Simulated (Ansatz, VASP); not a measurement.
One calculation of Sb, two programs

```
Sb
1.0
     0.00000    2.30500    2.32805
     2.30500    0.00000    2.32805
     2.30500    2.30500    0.00000
Sb
1
Direct
  0.00000 0.00000 0.00000
```

Change from the starting cell: zz strain of +1 %, PAW files.

Alike in both runs: task electric field gradients; functional PBEsol; k mesh 12 × 12 × 12; occupations fermi-dirac, width 0.05 eV; no spin polarisation.

|  | VASP | Ansatz |
| --- | --- | --- |
| version | VASP 6.6.1 | Ansatz 0.2.0 |
| potentials or method | VASP PAW PBE potentials, release 64 (Sb) | PAW with Ansatz's default frozen-core files, scalar-relativistic |
| plane-wave cutoff (eV) | 520 | 420 |
| valence electrons in the cell | 5 | 15 |

```csv
,VASP,Ansatz,Ansatz less VASP
pressure (GPa),4.4,4.3,-0.02
largest component of the traceless stress (GPa),0.12,0.14,+0.020
Vzz of the field gradient on the site that differs most (V/Å²),2.7,2.9,+0.16
```

The two sets of potentials don't hold the same shells in valence. Ansatz warned: «gradients_without_spin_orbit».

Caveats: the PAW data sets were made with another functional, which shifts forces and pressure a little (VASP). Spin-orbit coupling is left out, which matters for the levels of Sb.
